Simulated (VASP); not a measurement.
Write the native input for VASP 6.6.1 that does the following.

```yaml
Task: single point
Functional: PBEsol
Potentials_or_basis: VASP PAW PBE potentials, release 64 (In_d, Sb)
Cutoff: 520 eV
k_mesh: 14 × 14 × 14
Occupations: gaussian, width 0.1 eV
Spin: no spin polarisation
Further_INCAR_settings: ALGO = Normal; EDIFF = 1e-06; NBANDS = 16
```

The structure of InSb lies in POSCAR:

```
InSb
1.0
   -2.9447400000      2.9447400000      1.6363770000
    2.9447400000     -2.9447400000      1.6363770000
    2.9447400000      2.9447400000     -1.6363770000
In Sb
1 1
Direct
    0.7500000000      0.2500000000      0.5000000000
    0.0000000000      0.0000000000      0.0000000000
```

Measurements of this composition are mostly on another form, of space group No. 216.

These files were run (other wordings do the same):

INCAR

```
SYSTEM = InSb
PREC = Accurate
ENCUT = 520
EDIFF = 1E-6
ISMEAR = 0
SIGMA = 0.1
LREAL = .False.
LASPH = .True.
NELM = 80
ALGO = Normal
ISIF = 2
LWAVE = .False.
LCHARG = .False.
GGA = PS
NBANDS = 16
```

KPOINTS

```
regular mesh
0
Gamma
  14 14 14
  0 0 0
```

Potentials or basis: VASP PAW PBE potentials, release 64 (In_d, Sb).

Launch:

```console
$ cat potpaw_PBE.64/In_d/POTCAR potpaw_PBE.64/Sb/POTCAR > POTCAR
$ mpirun -np 1 vasp_std > vasp.out
```

Results of the run:

The pressure is -2.9 GPa and the band gap on the k mesh is none (metal or under the smearing width).

Caveat: the PAW data sets were made with another functional, which shifts forces and pressure a little.

Wall time 65 s on 1 thread of Intel(R) Xeon(R) 6975P-C (Granite Rapids), on a shared host, peak memory 0.37 GiB.
